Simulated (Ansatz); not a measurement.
CaF2 with an F vacancy: gradients before and after relaxing the atoms

Start: a supercell of CaF2 (fluorite type, Fm-3m) built from a Materials Project structure (computed, not necessarily an observed phase), with all atoms left at the host's positions.

```
Ca F
1.0
     0.00000    5.51605    5.51605
     5.51605    0.00000    5.51605
     5.51605    5.51605    0.00000
Ca F
8 15
Cartesian
  0.0000 0.0000 0.0000
  2.7580 2.7580 0.0000
  2.7580 0.0000 2.7580
  5.5161 2.7580 2.7580
  0.0000 2.7580 2.7580
  2.7580 5.5161 2.7580
  2.7580 2.7580 5.5161
  5.5161 5.5161 5.5161
  6.8951 6.8951 4.1370
  6.8951 4.1370 6.8951
  9.6531 6.8951 6.8951
  4.1370 6.8951 6.8951
  6.8951 9.6531 6.8951
  6.8951 6.8951 9.6531
  9.6531 9.6531 9.6531
  1.3790 1.3790 1.3790
  4.1370 4.1370 1.3790
  4.1370 1.3790 4.1370
  6.8951 4.1370 4.1370
  1.3790 4.1370 4.1370
  4.1370 6.8951 4.1370
  4.1370 4.1370 6.8951
  6.8951 6.8951 6.8951
```

Atoms are numbered from 1 in the order listed; like atoms form one site, named after its first atom.

Computed with Ansatz: DFT, PBE, plane waves and PAW, scalar-relativistic, 420 eV cutoff, Γ-centred 3×3×3 k-points, Fermi–Dirac smearing 0.01 eV, cell charge +1.

The largest force at the start is 1.6 eV/Å. Relaxing the ions at fixed cell moves them by 0.215 Å at most (atom 19, F) and 0.120 Å rms.

```csv
site,atom,moved (Å),first shell before,first shell after,V_zz before (10²¹ V/m²),η before
Ca1,1,0.041,8 F at 2.39 Å,8 F at 2.35–2.53 Å,-0.31,0.00
Ca4,4,0.106,7 F at 2.39 Å,7 F at 2.28–2.35 Å,4.12,0.00
F9,9,0.006,4 Ca at 2.39 Å,4 Ca at 2.35–2.38 Å,0.61,0.21
F17,17,0.215,4 Ca at 2.39 Å,4 Ca at 2.32–2.53 Å,2.48,0.01
```

Task: What are V_zz and η after the relaxation?

Result: 

```tsv
site	atom	V_zz after	η after	change of V_zz
Ca1	1	-0.36	0.00	-0.05
Ca4	4	2.36	0.00	-1.76
F9	9	-0.95	0.16	-1.56
F17	17	1.83	0.33	-0.65
```

The largest change of V_zz is on Ca4, from 4.12 to 2.36. In per cent, |V_zz| changes by -43 on Ca, -26 on F (all sites that start above 0.5, bar those whose gradient vanishes or changes sign or whose main axis turns by over 40°). Where |V_zz| stays above 0.1, η moves most on F17, from 0.01 to 0.33. V_zz changes sign on F9 (same axis). Sites without a gradient aren't listed.

The defect repeats with the cell of 23 atoms, so it feels its images: sites between two images don't show the values beside a lone defect, and zeros or small values of η there can come from the images' arrangement. A uniform background compensates the cell's charge.
Before: The neighbours have not yet relaxed around the defect (largest force 1.6 eV/Å), so a real crystal will differ.
